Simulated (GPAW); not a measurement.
Here is a GPAW 26.7.0 calculation.

File run.py:

```python
from ase import Atoms
from ase.eos import EquationOfState
from ase.io import Trajectory
from ase.units import GPa
from gpaw import GPAW, PW, setup_paths

setup_paths.insert(0, '.')

atoms = Atoms(['Ta'],
              cell=[[-1.65128, 1.65128, 1.65128],
                    [1.65128, -1.65128, 1.65128],
                    [1.65128, 1.65128, -1.65128]],
              scaled_positions=[[0.0, 0.0, 0.0]],
              pbc=True)

traj = Trajectory('eos.traj', 'w')
volumes, energies = [], []
for x in [0.94, 0.96, 0.98, 1.0, 1.02, 1.04, 1.06]:
    a = atoms.copy()
    a.set_cell(atoms.cell * x**(1 / 3), scale_atoms=True)
    calc = GPAW(mode=PW(600),
                xc='PBEsol',
                kpts={'size': (11, 11, 11), 'gamma': True},
                occupations={'name': 'fermi-dirac', 'width': 0.05},
                nbands=15,
                convergence={'density': 1e-05, 'energy': 1e-05},
                maxiter=150,
                txt=f'eos-{x:.2f}.txt')
    a.calc = calc
    energies.append(a.get_potential_energy(force_consistent=True))
    volumes.append(a.get_volume())
    p = -a.get_stress()[:3].mean() / GPa
    calc.write(f'eos-{x:.2f}.gpw')
    traj.write(a)
    print(f'{x:.2f} {volumes[-1]:10.4f} A^3 {energies[-1]:14.6f} eV {p:9.3f} GPa', flush=True)

v0, e0, B = EquationOfState(volumes, energies, eos='birchmurnaghan').fit()
print(f'V0 = {v0:.4f} A^3, E0 = {e0:.6f} eV, B0 = {B / GPa:.2f} GPa')
```

Potentials or basis: PAW data sets generated in the run's folder for this functional, pw.

Command:

```bash
$ gpaw-setup -f PBEsol Ta
$ OMP_NUM_THREADS=1 python run.py
```

Predict the equilibrium volume.

17.66 Å³/atom.

What does it give for the pressure derivative of the bulk modulus?

4.4.

Estimate the bulk modulus.

212 GPa.

Energy against volume, from the lowest point:
```tsv
volume (Å³/atom)	energy (meV/atom)
16.930	21.34
17.290	5.22
17.650	0.00
18.010	4.53
18.371	17.76
18.731	38.80
19.091	66.89
```

Spin-orbit coupling is left out, which matters for the levels of Ta.

**Experimental background.**

From “Refinement of the equation of state of tantalum”, 2004, arxiv:cond-mat/0403080, for a bulk crystal of Ta: bulk modulus 194 GPa.

Against the measured bulk modulus of Ta, 194 GPa (quoted in “Refinement of the equation of state of tantalum”, 2004, arxiv:cond-mat/0403080), the calculated 212 GPa is off by +9.2 %. The fit is for a static lattice scaled at fixed shape and fixed fractional positions.
